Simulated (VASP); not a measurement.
Here is a VASP 6.6.1 calculation.

Contents of INCAR:

```
SYSTEM = Na
AGGAC = 1.0
AGGAX = 1.0
ALDAC = 0.0
ALDAX = 1.0
ALGO = Fast
EDIFF = 1E-6
ENCUT = 520
GGA = B5
ISIF = 2
ISMEAR = -1
LASPH = .TRUE.
LCHARG = .FALSE.
LREAL = .FALSE.
LWAVE = .FALSE.
NBANDS = 10
NELM = 80
PREC = Accurate
SIGMA = 0.1
```

The input KPOINTS:

```
k-points
0
G
  10 10 10
  0 0 0
```

The input POSCAR:

```
Na
1.0
    3.4161906484      0.0000000000      0.0000000000
    0.0000000000      3.4161906484      0.0000000000
    0.0000000000      0.0000000000      3.4161906484
Na
1
Direct
    0.0000000000      0.0000000000      0.0000000000
```

Potentials or basis: VASP PAW PBE potentials, release 64 (Na_pv).

Run with:

```bash
$ cat potpaw_PBE.64/Na_pv/POTCAR > POTCAR
$ mpirun -np 1 vasp_std > vasp.out
```

(1) Predict the band gap on the k mesh.

(2) Estimate the pressure.

Results:

(1) none (metal or under the smearing width).

(2) 0.2 GPa.

Caveat: the PAW data sets were made with another functional, which shifts forces and pressure a little.
